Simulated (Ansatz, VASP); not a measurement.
**C in two plane-wave programs**

Aim: how closely do two programs agree when they are given the same cell, functional and k mesh? The cell is taken from a series of runs on this material, whose earlier steps may have relaxed, scaled, displaced or heated it; both programs get it as it stands.

Method: plane waves, with VASP 6.6.1 beside it; single point at PBE with D3(BJ) and single point at LDA, in Ansatz 0.2.0.

**1. The structure**

The cell holds 24 atoms: 24 C. Cell: a = 8.507 Å, b = 8.507 Å, c = 20.910 Å, α = 90.0°, β = 90.0°, γ = 120.0°. Vacuum lies along c.

**2. VASP: single point, PBE with D3(BJ)**

A single point gives forces, pressure and levels at one fixed geometry, so differences don't come from the geometry; what else differs is listed under the comparison.

Lines of VASP's logs that name or quote its potential files are left out, and so is its time.

INCAR reads:

```
SYSTEM = C
PREC = Accurate
ENCUT = 520
EDIFF = 1E-06
NELM = 120
ISMEAR = 0
SIGMA = 0.05
LREAL = .FALSE.
ALGO = Normal
GGA = PE
IVDW = 12
NBANDS = 72
LORBIT = 11
LWAVE = .FALSE.
LCHARG = .FALSE.
ISIF = 2
LASPH = .TRUE.
GGA_COMPAT = .FALSE.
KPAR = 4
```

POSCAR reads:

```
C
1.0
    8.5073000000      0.0000000000      0.0000000000
   -4.2536500000      7.3675400000      0.0000000000
    0.0000000000      0.0000000000     20.9100000000
C
24
Direct
    0.6993800000      0.6085900000      0.6722600000
    0.6993800000      0.4419300000      0.6718500000
    0.8658900000      0.9418700000      0.6722400000
    0.8659000000      0.7751100000      0.6722000000
    0.6994100000      0.1085400000      0.6720700000
    0.6994100000      0.9418900000      0.6724900000
    0.8658900000      0.4418700000      0.6718500000
    0.8658800000      0.2751000000      0.6718500000
    0.0325600000      0.7750700000      0.6717500000
    0.0326000000      0.6085700000      0.6717900000
    0.0325900000      0.2751100000      0.6717700000
    0.0325400000      0.1085400000      0.6717000000
    0.1994000000      0.6085900000      0.6719300000
    0.1993600000      0.4418900000      0.6718000000
    0.3659000000      0.9418500000      0.6716300000
    0.3659300000      0.7750700000      0.6721200000
    0.1993800000      0.1085500000      0.6712700000
    0.1994200000      0.9418800000      0.6713900000
    0.3659400000      0.4419500000      0.6718400000
    0.3659100000      0.2750900000      0.6713700000
    0.5326100000      0.7750600000      0.6725300000
    0.5325900000      0.6086100000      0.6724000000
    0.5325800000      0.2750700000      0.6714900000
    0.5326000000      0.1086000000      0.6716500000
```

KPOINTS reads:

```
Automatic mesh
0
Gamma
3 3 1
0 0 0
```

The projector-augmented-wave data sets are C (PBE family, release 64).

On the command line:

```
mpirun -np 8 vasp_std
```

Numbers of over 12 decimals in the logs are rounded to 6 here.

The program printed:

```text
[banner, memory and clock lines left out]
running    8 mpi-ranks, on    1 nodes
 distrk:  each k-point on    2 cores,    4 groups
 distr:  one band on    1 cores,    2 groups

 POSCAR found type information on POSCAR C
 POSCAR found :  1 types and      24 ions
|                                                                             |
|           W    W    AA    RRRRR   N    N  II  N    N   GGGG   !!!           |
|           W    W   A  A   R    R  NN   N  II  NN   N  G    G  !!!           |
|           W    W  A    A  R    R  N N  N  II  N N  N  G       !!!           |
|           W WW W  AAAAAA  RRRRR   N  N N  II  N  N N  G  GGG   !            |
|           WW  WW  A    A  R   R   N   NN  II  N   NN  G    G                |
|           W    W  A    A  R    R  N    N  II  N    N   GGGG   !!!           |
|                                                                             |
|     For optimal performance we recommend to set                             |
|       NCORE = 2 up to number-of-cores-per-socket                            |
|     NCORE specifies how many cores store one orbital (NPAR=cpu/NCORE).      |
|     This setting can greatly improve the performance of VASP for DFT.       |
|     The default, NCORE=1 might be grossly inefficient on modern             |
|     multi-core architectures or massively parallel machines. Do your        |
|     Unfortunately you need to use the default for GW and RPA                |
|     calculations (for HF NCORE is supported but not extensively tested      |
|     yet).                                                                   |
|                                                                             |

|                                                                             |
|               ----> ADVICE to this user running VASP <----                  |
|                                                                             |
|     You have a (more or less) 'large supercell' and for larger cells it     |
|     might be more efficient to use real-space projection operators.         |
|     Therefore, try LREAL= Auto in the INCAR file.                           |
|     Mind: For very accurate calculation, you might also keep the            |
|     reciprocal projection scheme (i.e. LREAL=.FALSE.).                      |
|                                                                             |

 LDA part: xc-table for (Slater+PW92), standard interpolation
 POSCAR, INCAR and KPOINTS ok, starting setup
 FFT: planning ... GRIDC
 FFT: planning ... GRID_SOFT
 FFT: planning ... GRID
 WAVECAR not read
 entering main loop
       N       E                     dE             d eps       ncg     rms          rms(c)
DAV:   1     0.895757562880E+03    0.89576E+03   -0.33866E+04   792   0.968E+02
DAV:   2    -0.574950870765E+02   -0.95325E+03   -0.88454E+03  1128   0.235E+02
DAV:   3    -0.230961312011E+03   -0.17347E+03   -0.17284E+03   936   0.109E+02
DAV:   4    -0.236932503580E+03   -0.59712E+01   -0.59483E+01   920   0.254E+01
DAV:   5    -0.237094543260E+03   -0.16204E+00   -0.16169E+00   976   0.376E+00    0.222E+01
DAV:   6    -0.225726511438E+03    0.11368E+02   -0.10478E+01   856   0.920E+00    0.130E+01
DAV:   7    -0.221333544556E+03    0.43930E+01   -0.14361E+01   880   0.106E+01    0.340E+00
DAV:   8    -0.221250301462E+03    0.83243E-01   -0.33406E-01   880   0.181E+00    0.335E-01
DAV:   9    -0.221233542845E+03    0.16759E-01   -0.24342E-02   952   0.441E-01    0.260E-01
DAV:  10    -0.221205139977E+03    0.28403E-01   -0.29019E-02   800   0.361E-01    0.195E-01
DAV:  11    -0.221206774224E+03   -0.16342E-02   -0.36147E-03   808   0.150E-01    0.945E-02
DAV:  12    -0.221215036737E+03   -0.82625E-02   -0.20901E-03   760   0.117E-01    0.552E-02
DAV:  13    -0.221219231619E+03   -0.41949E-02   -0.24705E-04   792   0.512E-02    0.346E-02
DAV:  14    -0.221225704158E+03   -0.64725E-02   -0.57044E-04   728   0.555E-02    0.279E-02
[...]
DAV:  18    -0.221230220952E+03   -0.26906E-03   -0.10476E-05   616   0.610E-03    0.243E-03
DAV:  19    -0.221230253422E+03   -0.32470E-04   -0.53603E-07   488   0.233E-03    0.698E-04
DAV:  20    -0.221230274502E+03   -0.21080E-04   -0.63851E-07   488   0.214E-03    0.777E-04
DAV:  21    -0.221230280556E+03   -0.60536E-05   -0.11264E-07   512   0.137E-03    0.351E-04
DAV:  22    -0.221230286531E+03   -0.59757E-05   -0.92101E-08   480   0.766E-04    0.306E-04
DAV:  23    -0.221230289271E+03   -0.27395E-05   -0.16656E-08   488   0.578E-04    0.165E-04
DAV:  24    -0.221230291670E+03   -0.23994E-05   -0.68445E-09   480   0.257E-04    0.109E-04
DAV:  25    -0.221230292162E+03   -0.49136E-06    0.34288E-10   496   0.121E-04
   1 F= -.22336012E+03 E0= -.22335407E+03  d E =-.121040E-01
```

OUTCAR, selected parts (step 2):

```text
ion  position               nearest neighbor table
   1  0.699  0.609  0.672-   4 1.42   2 1.42  22 1.42
   2  0.699  0.442  0.672-   7 1.42   1 1.42  23 1.42
   3  0.866  0.942  0.672-   6 1.42  12 1.42   4 1.42
   4  0.866  0.775  0.672-   1 1.42   9 1.42   3 1.42
   5  0.699  0.109  0.672-   8 1.42   6 1.42  24 1.42
   6  0.699  0.942  0.672-   3 1.42   5 1.42  21 1.42
   7  0.866  0.442  0.672-   2 1.42  10 1.42   8 1.42
   8  0.866  0.275  0.672-   5 1.42  11 1.42   7 1.42
   9  0.033  0.775  0.672-  10 1.42   4 1.42  18 1.42
  10  0.033  0.609  0.672-   9 1.42   7 1.42  13 1.42
  11  0.033  0.275  0.672-  12 1.42   8 1.42  14 1.42
  12  0.033  0.109  0.672-  11 1.42   3 1.42  17 1.42
  13  0.199  0.609  0.672-  16 1.42  14 1.42  10 1.42
  14  0.199  0.442  0.672-  19 1.42  13 1.42  11 1.42
  15  0.366  0.942  0.672-  18 1.42  24 1.42  16 1.42
  16  0.366  0.775  0.672-  13 1.42  21 1.42  15 1.42
  17  0.199  0.109  0.671-  20 1.42  18 1.42  12 1.42
  18  0.199  0.942  0.671-  15 1.42  17 1.42   9 1.42
  19  0.366  0.442  0.672-  14 1.42  22 1.42  20 1.42
  20  0.366  0.275  0.671-  17 1.42  23 1.42  19 1.42
  21  0.533  0.775  0.673-  22 1.42  16 1.42   6 1.42
  22  0.533  0.609  0.672-  21 1.42  19 1.42   1 1.42
  23  0.533  0.275  0.671-  24 1.42  20 1.42   2 1.42
  24  0.533  0.109  0.672-  23 1.42  15 1.42   5 1.42

  LATTYP: Found a hexagonal cell.
 ALAT       =     8.5073000000
 C/A-ratio  =     2.4578891070

 Subroutine GETGRP returns: Found  1 space group operations
 (whereof  1 operations were pure point group operations)

The static configuration has the point symmetry C_1 .

 Found      5 irreducible k-points:

   k-points           NKPTS =      5   k-points in BZ     NKDIM =      5   number of bands    NBANDS=     72

   dimension x,y,z NGX =    64 NGY =   64 NGZ =  160
   dimension x,y,z NGXF=   128 NGYF=  128 NGZF=  320

   ENCUT  =  520.0 eV  38.22 Ry    6.18 a.u.  15.82 15.82 38.88*2*pi/ulx,y,z

   NELECT =      96.0000    total number of electrons

 k-points in reciprocal lattice and weights: Automatic mesh
   0.00000000  0.00000000  0.00000000       0.111
   0.33333333  0.00000000  0.00000000       0.222
   0.00000000  0.33333333  0.00000000       0.222
  -0.33333333  0.33333333  0.00000000       0.222
   0.33333333  0.33333333  0.00000000       0.222

 average (electrostatic) potential at core
       1 -58.1904       2 -58.1903       3 -58.1903       4 -58.1904       5 -58.1904
       6 -58.1905       7 -58.1903       8 -58.1901       9 -58.1902      10 -58.1902
      11 -58.1903      12 -58.1905      13 -58.1901      14 -58.1901      15 -58.1903
      16 -58.1904      17 -58.1904      18 -58.1902      19 -58.1905      20 -58.1903
      21 -58.1904      22 -58.1902      23 -58.1902      24 -58.1904

 E-fermi :  -2.7648

 k-point     1 :       0.0000    0.0000    0.0000
  band No.  band energies     occupation
    ...
     46      -5.1478      2.00000
     47      -2.7749      1.22563
     48      -2.7733      1.19143
     49      -2.7562      0.80784
     50      -2.7547      0.77510
     51      -1.0832      0.00000
     52      -1.0817      0.00000
     53      -1.0801      0.00000
     54       0.4581      0.00000
     55       1.2517      0.00000
    ...

 k-point     2 :       0.3333    0.0000    0.0000
  band No.  band energies     occupation
    ...
     44      -5.9417      2.00000
     45      -5.9401      2.00000
     46      -4.8795      2.00000
     47      -4.5631      2.00000
     48      -4.0788      2.00000
     49      -1.5946      0.00000
     50      -1.1601      0.00000
     51      -0.9725      0.00000
     52       0.0104      0.00000
     53       0.0121      0.00000
    ...

 k-point     3 :       0.0000    0.3333    0.0000
  band No.  band energies     occupation
    ...
     44      -5.9414      2.00000
     45      -5.9399      2.00000
     46      -4.8807      2.00000
     47      -4.5624      2.00000
     48      -4.0800      2.00000
     49      -1.5929      0.00000
     50      -1.1581      0.00000
     51      -0.9736      0.00000
     52       0.0096      0.00000
     53       0.0117      0.00000
    ...

 Edisp (eV)   -2.12983

  Total       8.01739     7.98723    -0.14031     0.02328    -0.00011    -0.00000
  in kB       9.80111     9.76424    -0.17153     0.02845    -0.00013    -0.00001
  external pressure =        6.46 kB  Pullay stress =        0.00 kB

  energy-cutoff  :      520.00
  volume of cell :     1310.59
      direct lattice vectors                 reciprocal lattice vectors
     8.507300000  0.000000000  0.000000000     0.117546107  0.067865258  0.000000000
    -4.253650000  7.367540000  0.000000000     0.000000000  0.135730515  0.000000000
     0.000000000  0.000000000 20.910000000     0.000000000  0.000000000  0.047824008

 POSITION                                       TOTAL-FORCE (eV/Angst)
 -----------------------------------------------------------------------------------
      3.36111      4.48381     14.05696         0.001146     -0.005764     -0.006038
      4.07002      3.25594     14.04838         0.000874     -0.012631      0.003333
      3.36000      6.93926     14.05654         0.009235      0.005043     -0.007846
      4.06942      5.71065     14.05570         0.007188     -0.004057     -0.015061
      5.48840      0.79967     14.05298        -0.023778      0.006143     -0.010396
      1.94362      6.93941     14.06177        -0.014151     -0.007519     -0.022673
      5.48683      3.25549     14.04838        -0.000568      0.010128     -0.011860
      6.19612      2.02681     14.04838         0.015117     -0.000631      0.015430
     -3.01988      5.71036     14.04629         0.010385      0.010639      0.003876
     -2.31131      4.48366     14.04713        -0.008457     -0.002046      0.011802
     -0.89297      2.02688     14.04671        -0.004016     -0.010907     -0.006869
     -0.18486      0.79967     14.04525         0.016970      0.013056      0.005331
     -0.89237      4.48381     14.05006        -0.002439     -0.013470     -0.006671
     -0.18363      3.25564     14.04734         0.009634      0.007692      0.009787
     -0.89348      6.93912     14.04378         0.016177      0.011184      0.010543
     -0.18380      5.71036     14.05403        -0.004056      0.013139     -0.011883
      1.23445      0.79975     14.03626        -0.007136     -0.000447      0.024096
     -2.30990      6.93934     14.03876        -0.024173     -0.006822      0.013614
      1.23326      3.25608     14.04817        -0.000095     -0.030130      0.002536
      1.94277      2.02674     14.03835        -0.010269      0.015051      0.013088
      1.23424      5.71029     14.06260        -0.014973      0.024781     -0.011743
      1.94209      4.48396     14.05988         0.014593     -0.016602     -0.024003
      3.36077      2.02659     14.04086        -0.001278      0.018953      0.013272
      4.06904      0.80011     14.04420         0.014072     -0.024782      0.008339
 -----------------------------------------------------------------------------------
    total drift:                                0.000056      0.000111      0.000027

  FREE ENERGIE OF THE ION-ELECTRON SYSTEM (eV)
  ---------------------------------------------------
  free  energy   TOTEN  =      -223.3601217346 eV

  energy  without entropy=     -223.3480177119  energy(sigma->0) =     -223.35406972

 total charge
# of ion       s       p       d       tot
------------------------------------------
    1        0.866   1.799   0.000   2.665
    2        0.866   1.799   0.000   2.664
    3        0.866   1.799   0.000   2.665
    4        0.866   1.799   0.000   2.665
    5        0.866   1.799   0.000   2.665
    6        0.866   1.799   0.000   2.665
    7        0.866   1.799   0.000   2.665
    8        0.866   1.799   0.000   2.665
    9        0.866   1.799   0.000   2.664
   10        0.866   1.799   0.000   2.665
   11        0.866   1.799   0.000   2.665
   12        0.866   1.799   0.000   2.664
   13        0.866   1.799   0.000   2.665
   14        0.866   1.799   0.000   2.665
   15        0.866   1.799   0.000   2.665
   16        0.866   1.799   0.000   2.665
   17        0.866   1.799   0.000   2.664
   18        0.866   1.799   0.000   2.665
   19        0.866   1.799   0.000   2.664
   20        0.866   1.799   0.000   2.664
   21        0.866   1.799   0.000   2.665
   22        0.866   1.799   0.000   2.665
   23        0.866   1.799   0.000   2.665
   24        0.866   1.799   0.000   2.664
--------------------------------------------------
tot         20.778  43.174   0.000  63.952

[... 2 further parts left out ...]
```

Dispersion corrections of this kind ignore metallic screening and tend to overbind metals.

[end of part 1 of 2]

[Lines on the potential files, build, host, timing and source positions are cut from VASP's logs without a mark.]

[Logs are printed without paths, hosts, clocks, repeated set-up lines and the standing remarks that a program may print on its own settings, such as how far it seeks lower states.]

[Hosts, paths, dates, database ids (printed as entryN), source tags and the programs' standing remarks are cut or masked in the printed files.]
